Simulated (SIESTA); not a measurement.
**Ag: band structure with PBE**

The system is Ag.

```
Ag
1.0
     0.00000    2.04275    2.04275
     2.04275    0.00000    2.04275
     2.04275    2.04275    0.00000
Ag
1
Cartesian
  0.0000 0.0000 0.0000
```

* Program: SIESTA 5.4.2
* Task: band structure
* Functional: PBE
* Potentials or basis: PseudoDojo 0.4 standard (PBE files)
* Basis: DZP (energy shift 0.003 Ry; two zetas on semicore shells)
* Grid cutoff: 800 Ry
* Energy shift: 0.003 Ry
* k mesh: 11 × 11 × 11
* Occupations: fermi-dirac, width 0.05 eV
* Spin: no spin polarisation

```json
{"Pressure": "4.8 GPa", "Band gap on the k mesh": "none (metal or under the smearing width)"}
```

Levels at the corners of the path, in eV from the Fermi level:
| point | band 6 | band 7 | band 8 | band 9 | band 10 | band 11 | band 12 | band 13 |
| --- | --- | --- | --- | --- | --- | --- | --- | --- |
| Γ | -5.10 | -5.10 | -5.10 | -4.06 | -4.06 | 26.59 | 26.59 | 26.59 |
| X | -6.61 | -3.30 | -3.07 | -3.07 | 1.42 | 7.77 | 12.13 | 12.13 |
| W | -5.37 | -5.37 | -4.05 | -3.07 | 5.80 | 5.80 | 7.61 | 8.24 |
| K | -5.88 | -4.38 | -3.84 | -3.35 | 4.09 | 5.35 | 8.32 | 14.11 |
| Γ | -5.10 | -5.10 | -5.10 | -4.06 | -4.06 | 26.59 | 26.59 | 26.59 |
| L | -5.13 | -5.13 | -3.27 | -3.27 | -0.65 | 3.36 | 23.93 | 23.93 |
| U | -5.88 | -4.38 | -3.84 | -3.35 | 4.09 | 5.35 | 8.32 | 14.11 |
| W | -5.37 | -5.37 | -4.05 | -3.07 | 5.80 | 5.80 | 7.61 | 8.24 |
| L | -5.13 | -5.13 | -3.27 | -3.27 | -0.65 | 3.36 | 23.93 | 23.93 |
| K | -5.88 | -4.38 | -3.84 | -3.35 | 4.09 | 5.35 | 8.32 | 14.11 |
| U | -5.88 | -4.38 | -3.84 | -3.35 | 4.09 | 5.35 | 8.32 | 14.11 |
| X | -6.61 | -3.30 | -3.07 | -3.07 | 1.42 | 7.77 | 12.13 | 12.13 |

Run time: 23 s on 1 thread of Intel(R) Xeon(R) Platinum 8559C (Emerald Rapids), on a shared host, peak memory 0.26 GiB.

Caveat: short orbitals over semicore shells can move pressures by several GPa; the basis of atomic orbitals isn't converged, which shifts pressures, moduli and gaps.
